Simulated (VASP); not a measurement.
Input of a VASP 6.6.1 run:

Contents of INCAR:

```
SYSTEM = Sb2S3
PREC     = Accurate       ! precision mode
ENCUT    = 600            ! plane-wave cutoff, eV
EDIFF    = 1E-6           ! SCF threshold, eV
ISMEAR   = 0              ! smearing method
SIGMA    = 0.03           ! smearing width, eV
LREAL    = .False.        ! projectors in reciprocal space
LASPH    = .True.         ! aspherical terms in the spheres
NELM     = 80             ! most SCF steps
ALGO     = Normal         ! electronic algorithm
ISIF     = 3              ! what is computed and relaxed
LWAVE    = .False.        ! write WAVECAR
LCHARG   = .False.        ! write CHGCAR
GGA      = PS             ! functional
IBRION   = 2              ! ionic algorithm
NSW      = 90             ! ionic steps
EDIFFG   = -0.01          ! ionic threshold
KPAR     = 4
```

Contents of KPOINTS:

```
regular mesh
0
Gamma
  4 8 4
  0 0 0
```

POSCAR

```
Sb2S3
1.0
   11.3110000000      0.0000000000      0.0000000000
    0.0000000000      3.8389000000      0.0000000000
    0.0000000000      0.0000000000     11.2230000000
Sb S
8 12
Direct
    0.4706100000      0.2500000000      0.3259500000
    0.0293900000      0.7500000000      0.8259500000
    0.9706100000      0.2500000000      0.1740500000
    0.5293900000      0.7500000000      0.6740500000
    0.3505900000      0.7500000000      0.0360200000
    0.1494100000      0.2500000000      0.5360200000
    0.8505900000      0.7500000000      0.4639800000
    0.6494100000      0.2500000000      0.9639800000
    0.2921400000      0.2500000000      0.1918100000
    0.2078600000      0.7500000000      0.6918100000
    0.7921400000      0.2500000000      0.3081900000
    0.7078600000      0.7500000000      0.8081900000
    0.5498000000      0.7500000000      0.1230000000
    0.9502000000      0.2500000000      0.6230000000
    0.0498000000      0.7500000000      0.3770000000
    0.4502000000      0.2500000000      0.8770000000
    0.3751000000      0.7500000000      0.4389000000
    0.1249000000      0.2500000000      0.9389000000
    0.8751000000      0.7500000000      0.0611000000
    0.6249000000      0.2500000000      0.5611000000
```

Potentials or basis: VASP PAW PBE potentials, release 64 (Sb, S).

Command:

```sh
$ cat potpaw_PBE.64/Sb/POTCAR potpaw_PBE.64/S/POTCAR > POTCAR
$ mpirun -np 4 vasp_std > vasp.out
```

Estimate the band gap on the k mesh.

1.18 eV, indirect (least direct gap 1.19 eV).

What does it give for the relaxed cell?

a = 11.285 Å, b = 3.830 Å, c = 10.918 Å, α = 90.00°, β = 90.00°, γ = 90.00°.

Predict the relaxed volume.

23.59 Å³/atom.

What does it give for the space group after relaxing (to 0.05 Å)?

Pnma (No. 62).

The path:
```tsv
step	energy change (eV)	largest force (eV/Å)	pressure (GPa)	volume (Å³)
1	0.0000	0.2717	-0.32	487.32
2	-0.0489	0.1533	-0.30	483.86
3	-0.0594	0.1583	-0.25	481.32
4	-0.0800	0.1252	0.11	476.82
5	-0.0827	0.1729	0.31	474.48
6	-0.0958	0.1301	-0.19	474.88
7	-0.0960	0.1329	-0.26	474.94
8	-0.1049	0.0590	0.00	471.95
9	-0.1050	0.0605	0.04	471.56
10	-0.1067	0.0418	0.00	471.70
11	-0.1074	0.0306	-0.03	471.85
12	-0.1080	0.0223	0.06	471.39
13	-0.1080	0.0248	0.07	471.32
14	-0.1083	0.0113	0.01	471.64
15	-0.1084	0.0080	-0.02	471.83
```

Caveat: the PAW data sets were made with another functional, which shifts forces and pressure a little; spin-orbit coupling is left out, which moves the levels of the heavy elements. A k mesh can miss the band edges.
